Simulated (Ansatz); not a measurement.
Wanted: the native input for an Ansatz 0.2.0 run.

* Task: single point
* Functional: BLYP
* Dispersion: D4
* Potentials or basis: PseudoDojo standard (LDA files)
* Cutoff: 952 eV
* Density cutoff: 3810 eV
* k mesh: 10 × 10 × 10
* Occupations: gaussian, width 0.01 eV
* Spin: no spin polarisation

Crystal: WS2.

```
W S
1.0
     1.57900    0.91164    6.16333
    -1.57900    0.91164    6.16333
     0.00000   -1.82327    6.16333
W S
1 2
Cartesian
  0.0000 0.0000 0.0000
  0.0000 0.0000 7.7473
  0.0000 0.0000 4.6170
```

Measurements of this composition are mostly on another form, of space group No. 194.

These files were run (other wordings do the same):

input.yaml

```yaml
crystal:
  lattice: { a: 3.158, b: 3.158, c: 18.49, alpha: 90.0, beta: 90.0, gamma: 120.0 }
  space_group: 160
  reduce_to_primitive: true
  atoms:
    - { symbol: W, wyckoff: "3a", position: [0.0, 0.0, 0.0] }
    - { symbol: S, wyckoff: "3a", position: [0.3333333333, 0.6666666667, 0.0856666667] }
    - { symbol: S, wyckoff: "3a", position: [0.0, 0.0, 0.2497] }
hamiltonian:
  xc: blyp
  pseudopotentials: { kind: nc, accuracy: standard, xc_functional: lda }
  dispersion: d4
kpoints:
  mp_grid: { grid: [10, 10, 10] }
scf:
  occupations: { method: gaussian, width: 0.01 }
output:
  forces: true
  stress: true
  eigenvalues: true
```

Potentials or basis: PseudoDojo standard (LDA files).

Command:

```bash
$ ansatz run input.yaml --threads 2 --pin off --max-ram 5120MiB --backend cpu --events-out ev --progress --plain --runs-dir out
```

Results of the run:

| Property | Result |
| --- | --- |
| Pressure | 3.1 GPa |
| Largest force | 0.765 eV/Å |
| Band gap on the k mesh | 1.09 eV, indirect (least direct gap 2.21 eV) |

Caveat: the potentials were made for another functional, which shifts forces and pressure; spin-orbit coupling is left out, which moves the levels of the heavy elements.

Run time: 13 s on 2 threads of AMD EPYC 7R43 64-Core Processor (Zen 3), with other jobs on the host, peak memory 0.53 GiB.
